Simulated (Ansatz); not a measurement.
# Mo: the cost of one run

Program: Ansatz 0.2.0. Level of theory: DFT PBE, scalar-relativistic, plane waves, PAW. These are calculated values, not measurements.

**1. The system as given**

Symmetry: P4/mmm, No. 123, tetragonal system. Conventional cell: a = 3.160 Å, b = 3.160 Å, c = 24.640 Å, α = 90.00°, β = 90.00°, γ = 90.00°. Mo (site symmetry 4mm) has 4 Mo at 2.74 Å in its first shell of neighbours. Mo (site symmetry 4mm) has 8 Mo at 2.74 Å in its first shell of neighbours. Around Mo (site symmetry 4/mmm) lie 8 Mo at 2.74 Å.

As a file:

```cif
data_structure
_symmetry_space_group_name_H-M 'P 1'
_symmetry_Int_Tables_number 1
_cell_length_a 3.1600
_cell_length_b 3.1600
_cell_length_c 24.6400
_cell_angle_alpha 90.000
_cell_angle_beta 90.000
_cell_angle_gamma 90.000
_cell_volume 246.05
loop_
_atom_site_label
_atom_site_type_symbol
_atom_site_fract_x
_atom_site_fract_y
_atom_site_fract_z
_atom_site_occupancy
Mo1 Mo 0.00000 0.00000 0.24351 1
Mo2 Mo 0.50000 0.50000 0.30763 1
Mo3 Mo 0.00000 0.00000 0.37175 1
Mo4 Mo 0.50000 0.50000 0.43588 1
Mo5 Mo 0.00000 0.00000 0.50000 1
Mo6 Mo 0.50000 0.50000 0.56412 1
Mo7 Mo 0.00000 0.00000 0.62825 1
Mo8 Mo 0.50000 0.50000 0.69237 1
Mo9 Mo 0.00000 0.00000 0.75649 1
```

**2. Single point: Mo9 slab, no spin**

input.yaml

```yaml
crystal:
  lattice:
    - [3.16, 0.0, 0.0]
    - [0.0, 3.16, 0.0]
    - [0.0, 0.0, 24.64]
  atoms:
    - { symbol: Mo, position: [0.0, 0.0, 0.2435064935] }
    - { symbol: Mo, position: [0.5, 0.5, 0.3076298701] }
    - { symbol: Mo, position: [0.0, 0.0, 0.3717532468] }
    - { symbol: Mo, position: [0.5, 0.5, 0.4358766234] }
    - { symbol: Mo, position: [0.0, 0.0, 0.5] }
    - { symbol: Mo, position: [0.5, 0.5, 0.5641233766] }
    - { symbol: Mo, position: [0.0, 0.0, 0.6282467532] }
    - { symbol: Mo, position: [0.5, 0.5, 0.6923701299] }
    - { symbol: Mo, position: [0.0, 0.0, 0.7564935065] }
scf:
  occupations: { method: methfessel_paxton, width: 0.1 }
output:
  forces: true
  stress: false
  eigenvalues: true
  write_density: true
  write_potential: true
  elf: true
  volumetric_format: npy
hamiltonian:
  xc: pbe
kpoints:
  mp_grid: { grid: [16, 16, 1] }
```

Launch:

```sh
$ ansatz run input.yaml --threads 4 --pin off --max-ram 12288MiB --backend cpu --events-out ev --progress --plain --runs-dir out
```

Q: Estimate wall time and peak memory on 4 threads of Intel Xeon Platinum 8488C (Sapphire Rapids), shared host.

About 11 s, with a peak of 1.1 GiB.
